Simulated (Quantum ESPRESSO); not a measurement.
TiPt3: equation of state with LDA

The system is TiPt3.

```xyz
4
Lattice="3.8970 0.0000 0.0000 0.0000 3.8970 0.0000 0.0000 0.0000 3.8970" Properties=species:S:1:pos:R:3 pbc="T T T"
Pt    1.9485    1.9485    0.0000
Pt    1.9485    0.0000    1.9485
Pt    0.0000    1.9485    1.9485
Ti    0.0000    0.0000    0.0000
```

- Program: Quantum ESPRESSO 7.5
- Task: equation of state
- Functional: LDA
- Potentials or basis: GBRV 1.5 LDA
- Cutoff: 612 eV
- Density cutoff: 4898 eV
- k mesh: 7 × 7 × 7
- Occupations: fermi-dirac, width 0.05 eV
- Spin: no spin polarisation

| Quantity | Value |
| --- | --- |
| Equilibrium volume | 14.51 Å³/atom |
| Bulk modulus | 284 GPa |
| Pressure derivative of the bulk modulus | 5.0 |

Energy against volume, from the lowest point:
| volume (Å³/atom) | energy (meV/atom) |
| --- | --- |
| 13.908 | 24.43 |
| 14.204 | 6.13 |
| 14.500 | 0.00 |
| 14.796 | 4.65 |
| 15.091 | 18.86 |
| 15.387 | 41.56 |
| 15.683 | 71.64 |

All runs of the series together: 6.2 min on 2 threads of Intel(R) Xeon(R) Processor @ 2.50GHz (Skylake/Cascade Lake) (shared host).

Spin-orbit coupling is left out, which matters for the levels of Pt. Zero-point motion and thermal expansion aren't in these numbers.
